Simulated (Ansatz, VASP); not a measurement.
## Rh: VASP beside Ansatz

Contents of INCAR:

```
SYSTEM = Rh
PREC = Accurate
ENCUT = 520
EDIFF = 1E-6
ISMEAR = 0
SIGMA = 0.05
LREAL = .False.
LASPH = .True.
NELM = 100
ALGO = Normal
ISIF = 2
LWAVE = .False.
LCHARG = .False.
GGA = PE
NBANDS = 14
```

The input KPOINTS:

```
Automatic mesh
0
Gamma
  10 10 10
  0 0 0
```

File POSCAR:

```
Rh
1.0
   -1.5541228911      1.5541228911      1.5541228911
    1.5541228911     -1.5541228911      1.5541228911
    1.5541228911      1.5541228911     -1.5541228911
Rh
1
Direct
    0.0000000000      0.0000000000      0.0000000000
```

Input for Ansatz:

```yaml
crystal:
  lattice:
    - [-1.5541228911, 1.5541228911, 1.5541228911]
    - [1.5541228911, -1.5541228911, 1.5541228911]
    - [1.5541228911, 1.5541228911, -1.5541228911]
  atoms:
    - { symbol: Rh, position: [0.0, 0.0, 0.0] }
basis:
  ecutwfc: 420
  ecutrho_ratio: 4
kpoints:
  mp_grid: { grid: [10, 10, 10] }
hamiltonian:
  xc: pbe
scf:
  occupations: { method: gaussian, width: 0.05 }
output:
  forces: true
  stress: true
  eigenvalues: true
```

Alike in both runs: task single point; functional PBE; k mesh 10 × 10 × 10; occupations gaussian, width 0.05 eV; no spin polarisation.

|  | VASP | Ansatz |
| --- | --- | --- |
| version | VASP 6.6.1 | Ansatz 0.2.0 |
| potentials or method | VASP PAW PBE potentials, release 64 (Rh_pv) | scalar-relativistic, plane waves, PAW |
| plane-wave cutoff (eV) | 520 | 420 |
| valence electrons in the cell | 15 | 17 |

|  | VASP | Ansatz | Ansatz less VASP |
| --- | --- | --- | --- |
| pressure (GPa) | -7.8 | -7.9 | -0.13 |

The two sets of potentials don't hold the same shells in valence.
